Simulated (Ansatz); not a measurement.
# SiO2: tests of the settings

This session on SiO2 sets out to test the k-point mesh on the displaced cell.

Method: DFT PBE, scalar-relativistic, plane waves, PAW, in Ansatz 0.2.0.

1 further run of the same task is left out (set aside as unsound or not needed).

### 1 The system as given

It takes space group P6_422 (No. 181, hexagonal). Conventional cell: a = 5.061 Å, b = 5.061 Å, c = 5.541 Å, α = 90.00°, β = 90.00°, γ = 120.00°. Si (site symmetry 222) is surrounded by 4 O at 1.61 Å. Around O (site symmetry 2) lie 2 Si at 1.61 Å.

Coordinates:

```cif
data_structure
_symmetry_space_group_name_H-M 'P 1'
_symmetry_Int_Tables_number 1
_cell_length_a 5.0605
_cell_length_b 5.0605
_cell_length_c 5.5414
_cell_angle_alpha 90.000
_cell_angle_beta 90.000
_cell_angle_gamma 120.000
_cell_volume 122.90
loop_
_atom_site_label
_atom_site_type_symbol
_atom_site_fract_x
_atom_site_fract_y
_atom_site_fract_z
_atom_site_occupancy
Si1 Si 0.00000 0.50000 0.33333 1
Si2 Si 0.50000 0.50000 0.66667 1
Si3 Si 0.50000 0.00000 0.00000 1
O1 O 0.58279 0.79139 0.83333 1
O2 O 0.79139 0.58279 0.50000 1
O3 O 0.79139 0.20861 0.16667 1
O4 O 0.41721 0.20861 0.83333 1
O5 O 0.20861 0.41721 0.50000 1
O6 O 0.20861 0.79139 0.16667 1
```

Source of the structure: the Materials Project (structure only). It is taken as it stands there.

### 2 The base input

Contents of input.yaml:

```yaml
crystal:
  lattice:
    - [5.0605222284, 0.0, 0.0]
    - [-2.5302611142, 4.3825408062, 0.0]
    - [0.0, 0.0, 5.54135331]
  atoms:
    - { symbol: Si, position: [0.0, 0.5, 0.33333333] }
    - { symbol: Si, position: [0.5, 0.5, 0.66666667] }
    - { symbol: Si, position: [0.5, 0.0, 0.0] }
    - { symbol: O, position: [0.58278926, 0.79139463, 0.83333333] }
    - { symbol: O, position: [0.79139463, 0.58278926, 0.5] }
    - { symbol: O, position: [0.79139463, 0.20860537, 0.16666667] }
    - { symbol: O, position: [0.41721074, 0.20860537, 0.83333333] }
    - { symbol: O, position: [0.20860537, 0.41721074, 0.5] }
    - { symbol: O, position: [0.20860537, 0.79139463, 0.16666667] }
basis:
  ecutwfc: 420
kpoints:
  mp_grid: { grid: [6, 6, 4] }
hamiltonian:
  xc: pbe
scf:
  occupations: { method: gaussian, width: 0.02 }
output:
  forces: true
  stress: true
  eigenvalues: true
  populations: true
```

It was run beforehand and gave: -591.3489 eV/atom at zero smearing, pressure 4.98 GPa, largest force 0.248 eV/Å, gap on the mesh 5.72 eV, in 6 SCF cycles and 4.8 s.

The runs on the displaced cell use a copy made earlier, with the atoms moved and the axes strained (about 1 %) at random, so that forces and shear stress do not vanish.

### 3 K-point mesh on the displaced cell: 1×1×1

Contents of input.yaml:

```yaml
crystal:
  lattice:
    - [4.94143629, 0.0017556296, 0.0217624014]
    - [-2.4691977252, 4.3969673079, -0.0430083332]
    - [0.0238301798, -0.0406220501, 5.6226545931]
  atoms:
    - { symbol: Si, position: [0.0157190752, 0.491041553, 0.3370872053] }
    - { symbol: Si, position: [0.5306081036, 0.5017423402, 0.6810252178] }
    - { symbol: Si, position: [0.5109991829, -0.0141368192, -0.0003955015] }
    - { symbol: O, position: [0.6035022957, 0.7895071525, 0.8279628815] }
    - { symbol: O, position: [0.8008572412, 0.5668759062, 0.5059419357] }
    - { symbol: O, position: [0.7834335528, 0.2076855126, 0.1690302533] }
    - { symbol: O, position: [0.3938299317, 0.1880652067, 0.8367418213] }
    - { symbol: O, position: [0.2088984672, 0.4324096912, 0.4846871167] }
    - { symbol: O, position: [0.221181328, 0.8080763914, 0.1666308723] }
basis:
  ecutwfc: 420
kpoints:
  mp_grid: { grid: [1, 1, 1] }
hamiltonian:
  xc: pbe
scf:
  occupations: { method: gaussian, width: 0.02 }
output:
  forces: true
  stress: true
  eigenvalues: true
```

Run with:

```sh
ansatz run input.yaml --threads 2 --pin off --max-ram 5120MiB --backend cpu --events-out ev --progress --plain --runs-dir out
```

Further runs follow: K-point mesh on the displaced cell set to 2×2×1; K-point mesh on the displaced cell set to 2×2×2; K-point mesh on the displaced cell set to 4×4×2; K-point mesh on the displaced cell set to 4×4×4; K-point mesh on the displaced cell set to 6×4×4.

What results come out of these runs, taken together?

**Answer**, as computed:

| quantity | value |
| --- | --- |
| k-point mesh on the displaced cell: within 10 and 1 meV/atom of 6×6×4 from | 2×2×1 for 10; 2×2×2 for 1 |

For the k-point mesh on the displaced cell, the energy stays within 1 meV/atom of the reference from 2×2×2 on, at about 0.092 of the reference's time. The reference is only the best run made, not a proven limit. The error changes sign along the series, since a k mesh isn't variational. Forces stay within 0.01 eV/Å of the reference from 4×4×2 on.
